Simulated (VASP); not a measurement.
# MoS2 in VASP: notebook, part 2 of 2

VASP 6.6.1. The steps go on from the part before.

**4. Single point, PBE0**

Input file POSCAR:

```
MoS2
1.0
    3.1841260822      0.0000000000      0.0000000000
   -1.5920630411      2.7575340760      0.0000000000
    0.0000000000      0.0000000000     17.3345999500
Mo S
1 2
Direct
    0.0000000000      0.0000000000      0.0000000000
    0.3333333333      0.6666666667      0.9105070200
    0.3333333333      0.6666666667      0.0894929800
```

Input file INCAR.step1:

```
PREC     = Accurate       # precision mode
ENCUT    = 500            # plane-wave cutoff, eV
EDIFF    = 1E-5           # SCF threshold, eV
ISMEAR   = 0              # smearing method
SIGMA    = 0.01           # smearing width, eV
LREAL    = False          # projectors in reciprocal space
LASPH    = True           # aspherical terms in the spheres
NELM     = 100            # most SCF steps
ALGO     = Normal         # electronic algorithm
ISIF     = 2              # what is computed and relaxed
LWAVE    = True           # write WAVECAR
LCHARG   = False          # write CHGCAR
NKRED    = 1            
NBANDS   = 21             # bands
GGA      = PE             # functional
```

Input file INCAR.step2:

```
PREC     = Accurate       # precision mode
ENCUT    = 500            # plane-wave cutoff, eV
EDIFF    = 1E-6           # SCF threshold, eV
ISMEAR   = 0              # smearing method
SIGMA    = 0.01           # smearing width, eV
LREAL    = False          # projectors in reciprocal space
LASPH    = True           # aspherical terms in the spheres
NELM     = 100            # most SCF steps
ALGO     = Normal         # electronic algorithm
ISIF     = 2              # what is computed and relaxed
LWAVE    = False          # write WAVECAR
LCHARG   = False          # write CHGCAR
GGA      = PE             # functional
LHFCALC  = True           # exact exchange
AEXX     = 0.25           # exact-exchange fraction
PRECFOCK = Fast         
NKRED    = 1            
NBANDS   = 21             # bands
ISTART   = 1
```

Input file KPOINTS:

```
Automatic mesh
0
Gamma
  5 5 1
```

On the command line:

```bash
> cat potpaw_PBE.64/Mo_sv/POTCAR potpaw_PBE.64/S/POTCAR > POTCAR
> cp INCAR.step1 INCAR
> mpirun -np 1 vasp_std > vasp.out
> cp INCAR.step2 INCAR
> mpirun -np 1 vasp_std > vasp.out
```

Run time: 3.2 min. Hardware: 1 thread of AMD EPYC 9R45 (Zen 5), shared host; peak memory 0.22 GiB.

These settings aren't checked as converged: the numbers below hold their error.

Results:

| Quantity | Value |
| --- | --- |
| Free energy | -28.4425 eV |
| Largest force | 0.312 eV/Å |
| Band gap on the k mesh | 3.28 eV, indirect (least direct gap 3.59 eV) |

Caveat: the k mesh is coarse (spacing up to 0.46 Å⁻¹), so the values aren't converged, least of all with exact exchange; the PAW data sets were made with another functional, which shifts forces and pressure a little.

**5. Single point, PBE0**

POSCAR is that of step 4.

Changes to INCAR.step1 since step 4:

```diff
@@ -1,3 +1,3 @@
 PREC     = Accurate       # precision mode
-ENCUT    = 500            # plane-wave cutoff, eV
+ENCUT    = 350            # plane-wave cutoff, eV
 EDIFF    = 1E-5           # SCF threshold, eV
```

Changes to INCAR.step2 since step 4:

```diff
@@ -1,4 +1,4 @@
 PREC     = Accurate       # precision mode
-ENCUT    = 500            # plane-wave cutoff, eV
-EDIFF    = 1E-6           # SCF threshold, eV
+ENCUT    = 350            # plane-wave cutoff, eV
+EDIFF    = 1E-4           # SCF threshold, eV
 ISMEAR   = 0              # smearing method
```

Input file KPOINTS:

```
Automatic mesh
0
Gamma
  7 7 2
```

Potentials or basis: VASP PAW PBE potentials, release 64 (Mo_sv, S).

On the command line:

```bash
> cat potpaw_PBE.64/Mo_sv/POTCAR potpaw_PBE.64/S/POTCAR > POTCAR
> cp INCAR.step1 INCAR
> mpirun -np 1 vasp_std > vasp.out
> cp INCAR.step2 INCAR
> mpirun -np 1 vasp_std > vasp.out
```

OUTCAR:

```text
PREC = Accurate
   ENCUT = 350
   EDIFF = 1E-4
   ISMEAR = 0
   LREAL = False
   LASPH = True
   NELM = 100
   ISIF = 2
   GGA = PE
   LHFCALC = True
   AEXX = 0.25
   PRECFOCK = Fast
   NKRED = 1
   ISTART = 1

 Found     16 irreducible k-points:

 Following reciprocal coordinates:
            Coordinates               Weight
  0.000000  0.000000  0.000000      1.000000
  0.142857  0.000000  0.000000      6.000000
  0.285714  0.000000  0.000000      6.000000
  0.428571  0.000000  0.000000      6.000000
  0.142857  0.142857  0.000000      6.000000
  0.285714  0.142857  0.000000     12.000000
   k-points           NKPTS =     16   k-points in BZ     NKDIM =     98   number of bands    NBANDS=     21
   number of dos      NEDOS =    301   number of ions     NIONS =      3
   total plane-waves  NPLWV =  43200
   dimension x,y,z NGX =    20 NGY =   20 NGZ =  108
   dimension x,y,z NGXF=    40 NGYF=   40 NGZF=  216
   ions per type =               1   2
   NGX,Y,Z   is equivalent  to a cutoff of  10.44, 10.44, 10.36 a.u.
   NGXF,Y,Z  is equivalent  to a cutoff of  20.88, 20.88, 20.72 a.u.
 SYSTEM =  unknown system
   PREC   = accura    normal or accurate (medium, high low for compatibility)
   ISTART =      1    job   : 0-new  1-cont  2-samecut
   ICHARG =      0    charge: 1-file 2-atom 10-const
   ISPIN  =      1    spin polarized calculation?
   LNONCOLLINEAR =      F non collinear calculations
   LSORBIT =      F    spin-orbit coupling
   LASPH  =      T    aspherical Exc in radial PAW
   ENCUT  =  350.0 eV  25.72 Ry    5.07 a.u.   4.86  4.86 26.44*2*pi/ulx,y,z
   NELM   =    100;   NELMIN=  2; NELMDL=  0     # of ELM steps
   EDIFF  = 0.1E-03   stopping-criterion for ELM
   LREAL  =      F    real-space projection
   EDIFFG = 0.1E-02   stopping-criterion for IOM
   NSW    =      0    number of steps for IOM
   IBRION =     -1    ionic relax: 0-MD 1-quasi-New 2-CG
   NFREE  =      0    steps in history (QN), initial steepest desc. (CG)
   ISIF   =      2    stress and relaxation
   ISYM   =      3    0-nonsym 1-usesym 2-fastsym
   POTIM  = 0.5000    time-step for ionic-motion
   TEBEG  =    0.0;   TEEND  =   0.0 temperature during run
   PSTRESS=    0.0 pullay stress
   NELECT =      26.0000    total number of electrons
   NUPDOWN=      -1.0000    fix difference up-down
   EMIN   =  10.00;   EMAX   =-10.00  energy-range for DOS
   EFERMI =   0.00;   METHOD = LEGACY
   ISMEAR =     0;   SIGMA  =   0.01  broadening in eV -4-tet -1-fermi 0-gaus
   EFERMI_NEDOS =   21; number of points for ismear=-14 and -15
   IALGO  =     38    algorithm
   IMIX   =      1    mixing-type and parameters
     AMIX     =   0.40;   BMIX     =  1.00
     AMIX_MAG =   1.60;   BMIX_MAG =  1.00
  volume/ion in A,a.u.               =      50.73       342.37
  Fermi-wavevector in a.u.,A,eV,Ry     =   0.908359  1.716550 11.226391  0.825116
  Thomas-Fermi vector in A             =   2.032276
   LORBIT       =      0    0 simple, 1 ext, 2 COOP (PROOUT), +10 PAW based schemes
   GGA     = PE    functional components
   LHFCALC =     T    Hartree Fock is set to
   PRECFOCK=fast      Normal, Fast or Accurate (Low or Medium for compatibility)
   ENCUT4O =  -1.0   cutoff for four orbital integrals eV
   NKREDX  =     1    reduce k-point grid by
   NKREDY  =     1    reduce k-point grid by
   NKREDZ  =     1    reduce k-point grid by
   AEXX    =    0.2500 exact exchange contribution
   HFSCREEN=    0.0000 screening length (either q_TF or 0.3 A-1)
   HFSCREENC=   0.0000 screening length for correlation (either q_TF or 0.3 A-1)
   ENCUTFOCK=  -1.0 apply spherical cutoff to Coloumb kernel
   IVDW    =     0    specifies the selected vdW correction
   LEPSILON=     F    determine dielectric tensor
   LRPA    =     F    only Hartree local field effects (RPA)
 non-spin polarized calculation
 Gauss-broadening in eV      SIGMA  =   0.01
  energy-cutoff  :      350.00
  volume of cell :      152.20
 maximum number of plane-waves:      2282
 NGX is ok and might be reduce to    20
  NGX = 12; NGY = 12; NGZ = 70

 number of electron      25.9999995 magnetization

 Free energy of the ion-electron system (eV)
  ---------------------------------------------------
  ext. energy  EPLUGINS =         0.00000000
  ---------------------------------------------------
  free energy    TOTEN  =       -28.39966062 eV

  energy without entropy =      -28.39966062  energy(sigma->0) =      -28.39966062

 E-fermi :  -2.0222     XC(G=0):  -3.3725

 val. band max:       -2.2239593399   @ k =   0.0000   0.0000   0.5000
 cond. band min:       0.8949150487   @ k =   0.2857   0.2857   0.0000
 fundamental gap:      3.1188743885
 Fermi energy:        -2.0221607394

 k-point     1 :       0.0000    0.0000    0.0000
  band No.  band energies     occupation
      1     -67.1863      2.00000
      2     -39.9031      2.00000
      3     -39.6676      2.00000
      4     -39.6676      2.00000
      5     -17.9982      2.00000
      6     -16.5083      2.00000
[... 13 lines left out ...]
     20       5.3790      0.00000
     21       5.8607      0.00000

 k-point     2 :       0.1429    0.0000    0.0000
  band No.  band energies     occupation
      1     -67.1778      2.00000
      2     -39.8861      2.00000
      3     -39.7544      2.00000
      4     -39.6873      2.00000
      5     -17.6719      2.00000
      6     -16.3806      2.00000
[... 13 lines left out ...]
     20       5.9830      0.00000
     21       6.9935      0.00000

 k-point     3 :       0.2857    0.0000    0.0000
  band No.  band energies     occupation
      1     -67.1588      2.00000
      2     -39.9465      2.00000
      3     -39.8476      2.00000
      4     -39.7319      2.00000
      5     -16.8530      2.00000
      6     -16.0630      2.00000
[... 13 lines left out ...]
     20       6.9728      0.00000
     21       8.0133      0.00000

 k-point     4 :       0.4286    0.0000    0.0000
  band No.  band energies     occupation
      1     -67.1434      2.00000
      2     -40.0970      2.00000
      3     -39.8160      2.00000
      4     -39.7673      2.00000
      5     -16.0597      2.00000
      6     -15.7677      2.00000
[... 13 lines left out ...]
     20       7.4118      0.00000
     21       8.1322      0.00000

 k-point     5 :       0.1429    0.1429    0.0000
  band No.  band energies     occupation
      1     -67.1640      2.00000
      2     -39.8813      2.00000
      3     -39.8583      2.00000
      4     -39.7318      2.00000
      5     -17.0958      2.00000
      6     -16.1544      2.00000
[... 13 lines left out ...]
     20       6.7453      0.00000
     21       8.2507      0.00000

 k-point     6 :       0.2857    0.1429    0.0000
  band No.  band energies     occupation
      1     -67.1469      2.00000
      2     -40.0273      2.00000
      3     -39.8235      2.00000
      4     -39.7966      2.00000
      5     -16.2609      2.00000
      6     -15.8272      2.00000
[... 13 lines left out ...]
     20       7.5078      0.00000
     21       8.0802      0.00000

 [... further k-points ...]

------------------------ aborting loop because EDIFF is reached ----------------------------------------

  FORCE on cell =-STRESS in cart. coord.  units (eV):
  Direction    XX          YY          ZZ          XY          YZ          ZX
  --------------------------------------------------------------------------------------
  -------------------------------------------------------------------------------------
  Total       -1.5685053     -1.5685053     -1.1315511      0.0000000     -0.0000000      0.0000000
  in kB      -16.5109326    -16.5109326    -11.9113171      0.0000000     -0.0000000      0.0000000
  external PRESSURE =     -14.9777274 kB  Pullay stress =       0.0000000 kB

 VOLUME and BASIS-vectors are now :
 -----------------------------------------------------------------------------
  energy-cutoff  :      350.00
  volume of cell :      152.20
      direct lattice vectors                 reciprocal lattice vectors
     3.184126082  0.000000000  0.000000000     0.314057915  0.181321422  0.000000000
    -1.592063041  2.757534076  0.000000000     0.000000000  0.362642844  0.000000000
     0.000000000  0.000000000 17.334599950     0.000000000  0.000000000  0.057688092

 POSITION                                       TOTAL-FORCE (eV/Angst)
 -----------------------------------------------------------------------------------
      0.00000      0.00000      0.00000         0.000000      0.000000      0.000000
     -0.00000      1.83836     15.78327        -0.000000      0.000000      0.311316
     -0.00000      1.83836      1.55133        -0.000000     -0.000000     -0.311316
 -----------------------------------------------------------------------------------
    total drift:                               -0.000023      0.000013      0.000025

  FREE ENERGIE OF THE ION-ELECTRON SYSTEM (eV)
  ---------------------------------------------------
  free  energy   TOTEN  =       -28.3996606208 eV

  energy  without entropy=      -28.3996606208  energy(sigma->0) =      -28.39966062
```

Run time: 12 min. Hardware: 1 thread of AMD EPYC 9R45 (Zen 5), shared host; peak memory 0.2 GiB.

The run converged, but some of its settings lie outside the range that counts as converged, so its numbers aren't taken as properties of the slab.

What came out:

* Free energy: -28.3997 eV
* Largest force: 0.311 eV/Å
* Band gap on the k mesh: 3.12 eV, indirect (least direct gap 3.37 eV)

Caveat: the PAW data sets were made with another functional, which shifts forces and pressure a little.

**6. The reference run**

An earlier run on the cell as given: functional PBEsol; potentials or basis VASP PAW PBE potentials, release 64 (Mo_sv, S); cutoff 520 eV; k mesh 10 × 10 × 2; occupations fermi-dirac, width 0.05 eV; no spin polarisation.

- Largest force: 0.146 eV/Å
- Band gap on the k mesh: 1.74 eV, indirect (least direct gap 1.93 eV)
